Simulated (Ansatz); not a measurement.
**ZrN: further runs on the relaxed cell**

The task here is to estimate one member of a computed series from the others.

The COD entry's cell or inner coordinates are ideal or old and differ from later refinements, so a difference from it is no clean test against experiment.

Program: Ansatz 0.2.0. Level of theory: DFT PBE, scalar-relativistic, plane waves, PAW. These are calculated values, not measurements.

1 further run of the same task is left out (set aside as unsound or not needed).

**Starting point**

Symmetry: Fm-3m, No. 225, cubic system. The conventional cell has a = 4.595 Å, b = 4.595 Å, c = 4.595 Å, α = 90.00°, β = 90.00°, γ = 90.00°. Zr (site symmetry m-3m) has 6 N at 2.30 Å as nearest neighbours. N (site symmetry m-3m) is surrounded by 6 Zr at 2.30 Å.

Structure file:

```
CELL_PARAMETERS angstrom
0.00000 2.29737 2.29737
2.29737 0.00000 2.29737
2.29737 2.29737 0.00000
ATOMIC_POSITIONS crystal
Zr 0.50000 0.50000 0.50000
N 0.00000 0.00000 0.00000
```

It is the result of an earlier relaxation at this level (volume 12.13 Å³/atom; gap on the mesh: none (metal)).

Set-up of the first run:

The input, input.yaml:

```yaml
crystal:
  lattice:
    - [0.0, 2.2973735943, 2.2973735943]
    - [2.2973735943, 0.0, 2.2973735943]
    - [2.2973735943, 2.2973735943, 0.0]
  atoms:
    - { symbol: Zr, position: [0.5, 0.5, 0.5] }
    - { symbol: "N", position: [0.0, 0.0, 0.0] }
basis:
  ecutwfc: 420
kpoints:
  mp_grid: { grid: [16, 16, 16] }
  band_path:
    path:
      - [[0.0, 0.0, 0.0], [0.5, 0.0, 0.5], [0.625, 0.25, 0.625]]
      - [[0.375, 0.375, 0.75], [0.0, 0.0, 0.0], [0.5, 0.5, 0.5], [0.5, 0.25, 0.75], [0.5, 0.0, 0.5]]
    npoints: 14
hamiltonian:
  xc: pbe
scf:
  occupations: { method: gaussian, width: 0.1 }
  n_extra_bands: 6
output:
  forces: true
  stress: true
  eigenvalues: true
  populations: true
  dos: { projected: true, de: 0.02, nscf_kmesh: { grid: [24, 24, 24] } }
  bader: true
  write_density: true
  write_potential: true
  elf: true
  volumetric_format: npy
```

Launch:

```sh
> ansatz run input.yaml --threads 1 --pin off --max-ram 2560MiB --backend cpu --events-out ev --progress --plain --runs-dir out
```

Among the steps run: Electronic structure at the relaxed geometry; The cell as listed, for comparison; Volume × 0.97; Volume × 1.03; Point at V/V0 = 0.94; The cell scaled to 1.06 of its volume; The cell scaled to 0.91 of its volume; The cell scaled to 1.10 of its volume; The cell scaled to 0.88 of its volume.

One of the session's tables, all rows but one given; the rest of the session is left out.

It belongs to the step «Fit of the equation of state». 

```
volume (Å³/atom)  energy above the lowest point (meV/atom)  pressure (GPa)
          10.670                                     170.0           41.93
          11.034                                      90.1           28.79
          11.398                                      37.8           17.62
          11.762                                       8.9            8.10
          12.125                                       0.0           -0.01
          12.489                                       8.1           -6.93
          12.853                                         ?               ?
          13.338                                      79.8          -19.33
```

**Question.** Estimate the row for volume (Å³/atom) = 12.853.

Worked estimate for «energy above the lowest point (meV/atom)». A straight line through the neighbours (12.489, 8.1) and (13.338, 79.8) gives 8.1 + (79.8 − 8.1) × (12.853 − 12.489) / (13.338 − 12.489) = 38.8; a parabola fitted to 3 rows on both sides gives 29.8.

**Answer.** energy above the lowest point (meV/atom): 30.7; pressure (GPa): -12.82. In «energy above the lowest point (meV/atom)» the line misses by +8.1 and the parabola by -0.9.

Caveats from the session: Spin polarisation is off in the runs that give these values; a magnetic solution could lie lower.
